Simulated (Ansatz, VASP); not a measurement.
# One calculation of Cu, two programs

```
CELL_PARAMETERS angstrom
-2.93556 2.93556 2.93556
2.93556 -2.93556 2.93556
2.93556 2.93556 -2.93556
ATOMIC_POSITIONS crystal
Cu 0.20600 0.20600 0.20600
Cu 0.50000 0.00000 0.29400
Cu 0.29400 0.50000 0.00000
Cu 0.00000 0.29400 0.50000
Cu 0.79400 0.79400 0.79400
Cu 0.50000 0.00000 0.70600
Cu 0.70600 0.50000 0.00000
Cu 0.00000 0.70600 0.50000
```

Alike in both runs: task single point; functional PBE; k mesh 4 × 4 × 4; occupations gaussian, width 0.1 eV; no spin polarisation.

|  | VASP | Ansatz |
| --- | --- | --- |
| version | VASP 6.6.1 | Ansatz 0.2.0 |
| potentials or method | VASP PAW PBE potentials, release 64 (Cu) | scalar-relativistic, plane waves, PAW |
| plane-wave cutoff (eV) | 520 | 420 |
| valence electrons in the cell | 88 | 152 |

VASP gave:

| Property | Result |
| --- | --- |
| gap on the k mesh at the Fermi level (eV) | none |
| rms of the force components (eV/Å) | 1.073 |

Question: Which values does Ansatz return?

Answer: gap on the k mesh at the Fermi level (eV): none; rms of the force components (eV/Å): 1.065.

Atom by atom the forces differ by 0.008 eV/Å (rms over components). A gap of «none» marks a metal or a gap that the smearing closes. With one functional, cell and mesh, what is left measures potentials, basis and numerics. The two sets of potentials don't hold the same shells in valence.

Caveats: the k mesh is coarse (spacing up to 0.38 Å⁻¹), so the values aren't converged; forces of over 1 eV/Å show positions far from the minimum, so gaps and moduli don't describe the material at rest.
